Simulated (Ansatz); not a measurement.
**BaS: how the settings move a single-point run**

Question: which choices in the input matter for BaS?

Program: Ansatz 0.2.0. Level of theory: reference: DFT, PBE, PAW with Ansatz's default frozen-core files, scalar-relativistic. These are calculated values, not measurements.

**1. The system as given**

Symmetry: Fm-3m, No. 225, cubic system. Conventional cell: a = 6.451 Å, b = 6.451 Å, c = 6.451 Å, α = 90.00°, β = 90.00°, γ = 90.00°. Ba (site symmetry m-3m) has 6 S at 3.23 Å as nearest neighbours. S (site symmetry m-3m) is surrounded by 6 Ba at 3.23 Å.

Coordinates:

```cif
data_structure
_symmetry_space_group_name_H-M 'Fm-3m'
_symmetry_Int_Tables_number 225
_cell_length_a 6.4507
_cell_length_b 6.4507
_cell_length_c 6.4507
_cell_angle_alpha 90.000
_cell_angle_beta 90.000
_cell_angle_gamma 90.000
_cell_volume 268.43
loop_
_atom_site_label
_atom_site_type_symbol
_atom_site_symmetry_multiplicity
_atom_site_Wyckoff_symbol
_atom_site_fract_x
_atom_site_fract_y
_atom_site_fract_z
_atom_site_occupancy
Ba1 Ba 4 a 0.00000 0.00000 0.00000 1
S1 S 4 b 0.50000 0.00000 0.00000 1
```

**2. Reference**

input.yaml

```yaml
crystal:
  lattice:
    - [0.0, 3.2253733438, 3.2253733438]
    - [3.2253733438, 0.0, 3.2253733438]
    - [3.2253733438, 3.2253733438, 0.0]
  atoms:
    - { symbol: Ba, position: [0.0, 0.0, 0.0] }
    - { symbol: S, position: [0.5, 0.5, 0.5] }
kpoints:
  mp_grid: { grid: [7, 7, 7] }
scf:
  occupations: { method: fermi_dirac, width: 0.01 }
hamiltonian:
  xc: pbe
  pseudopotentials: { kind: paw }
output:
  forces: true
  stress: true
  eigenvalues: true
  efg: { contact_densities: true }
```

Started as:

```bash
ansatz run input.yaml --threads 1 --pin off --max-ram 2048MiB --backend cpu --events-out ev --progress --plain --runs-dir out
```

**3. Changing settings: symmetry.detect false, chi_scale 0.0, eigensolver.kind davidson, basis.precision f64**

input.yaml: that of step 2 with these lines changed.

```diff
@@ -8,2 +8,3 @@
     - { symbol: S, position: [0.5, 0.5, 0.5] }
+  symmetry: { detect: false }
 kpoints:
@@ -12,2 +13,4 @@
   occupations: { method: fermi_dirac, width: 0.01 }
+  initial_density: { chi_scale: 0.0 }
+  eigensolver: { kind: davidson }
 hamiltonian:
@@ -20 +23,7 @@
   efg: { contact_densities: true }
+  write_density: true
+  write_potential: true
+  elf: true
+  volumetric_format: npy
+basis:
+  precision: f64
```

Q: Predict the outcome of this session. Wanted: for each run, ending; energy change; pressure; gap; force.

As calculated:

```tsv
run	ending	energy change	pressure (GPa)	gap (eV)	force (eV/Å)	cycles	time
reference	converged	0	-0.4	2.30	0.00	6	3.2 s
1: symmetry.detect false, chi_scale 0.0, eigensolver.kind davidson, basis.precision f64	converged	0.0 meV/atom	-0.4	2.30	0.00	9	32 s
```

Times don't compare one to one where runs were asked for different outputs or read a saved state (see the inputs); cycles may leave out searches for a lower state.

Residual by cycle in the longest SCF loop of each run; runs are numbered as in the table. The quantity is the density residual dr2, in eV.

```tsv
cycle	reference	run 1
1	7.2e-4	1.97
2	1.7e-5	0.338
3	3.5e-6	0.0373
4	3.3e-8	0.00546
5	3.8e-9	0.00179
6	2.8e-10	2.6e-4
7	-	9.8e-6
8	-	2.7e-7
9	-	1.7e-8
```

What this shows: The changed use of symmetry, start, solver and arithmetic precision doesn't alter the result here (within 0.5 meV/atom). The gap of the reference lacks spin-orbit coupling, though the cell holds Ba.

These are semilocal Kohn-Sham gaps, which aren't the measured quantity. Such gaps usually fall short of the measured ones.
